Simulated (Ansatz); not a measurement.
# BAs (rocksalt type): the cost of one run

Computed with Ansatz 0.2.0 (DFT, PBE, all-electron LAPW, scalar-relativistic, unless a step's input says otherwise).

### Step 1. Starting point

The structure is cubic, space group Fm-3m (No. 225). Conventional cell: a = 4.249 Å, b = 4.249 Å, c = 4.249 Å, α = 90.00°, β = 90.00°, γ = 90.00°. B (site symmetry m-3m) is surrounded by 6 As at 2.12 Å. As (site symmetry m-3m) has 6 B at 2.12 Å as nearest neighbours.

Coordinates:

```xyz
2
Lattice="0.0000 2.1243 2.1243 2.1243 0.0000 2.1243 2.1243 2.1243 0.0000" Properties=species:S:1:pos:R:3 pbc="T T T"
B     0.0000    0.0000    0.0000
As    2.1243    2.1243    2.1243
```

Atoms are numbered in the order of the input: B1, As2.

### Step 2. Rocksalt relaxed under pressure, LAPW

Input file input.yaml:

```yaml
crystal:
  lattice:
    - [0.0, 2.1243086981, 2.1243086981]
    - [2.1243086981, 0.0, 2.1243086981]
    - [2.1243086981, 2.1243086981, 0.0]
  atoms:
    - { symbol: B, position: [0.0, 0.0, 0.0] }
    - { symbol: As, position: [0.5, 0.5, 0.5] }
kpoints:
  mp_grid: { grid: [17, 17, 17] }
scf:
  occupations: { method: fermi_dirac, width: 0.08 }
hamiltonian:
  xc: pbe
  pseudopotentials: { kind: all_electron, lapw: { basis_error: 0.0005 } }
output:
  forces: true
  stress: true
  eigenvalues: true
relax:
  f_tol: 0.005
  max_steps: 12
  cell: { p_target: 54.0, stress_tol: 0.03 }
```

Run with:

```
> ansatz run input.yaml --threads 1 --pin off --max-ram 3584MiB --backend cpu --events-out ev --progress --plain --runs-dir out
```

**Question.** How long does this run take on 1 thread of Arm Neoverse V2, shared host, and how much memory does it need?

About 25 s, with a peak of 0.49 GiB.
